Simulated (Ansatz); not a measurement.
Consider the following.

ZrO₂:
Space group Fm-3m (No. 225); a = b = c = 5.070 Å, α = β = γ = 90.00°

| atom | site | symmetry | x | y | z |
|---|---|---|---|---|---|
| Zr | 4a | m-3m | 0.0000 | 0.0000 | 0.0000 |
| O | 8c | -43m | 0.2500 | 0.2500 | 0.2500 |
(The calculation used a cell of 3 atoms; values per cell refer to that cell.)

This is the HSE06-relaxed structure.

All from DFT-HSE06 in the program Ansatz with PAW potentials, unless another level is named. Predict the gap with spin–orbit coupling.

5.02 eV (at the special points and the edges found without it).

Give the smallest direct gap on the standard path.

5.42 eV.

Predict the conduction-band minimum.

at Γ.

And the valence-band maximum?

at X.

This is a known high-temperature phase of the composition, computed here at zero pressure and temperature. Symmetry was held in the HSE06 relaxation; its stability against distortions is not shown here. The run is not spin-polarised. The hybrid was solved on a coarse mesh, the path and, where they were found, the r²SCAN edge points; its band edges are the extreme levels among these. Spin–orbit coupling is left out wherever it is not named.

Potentials: the later of the program's two PAW sets.
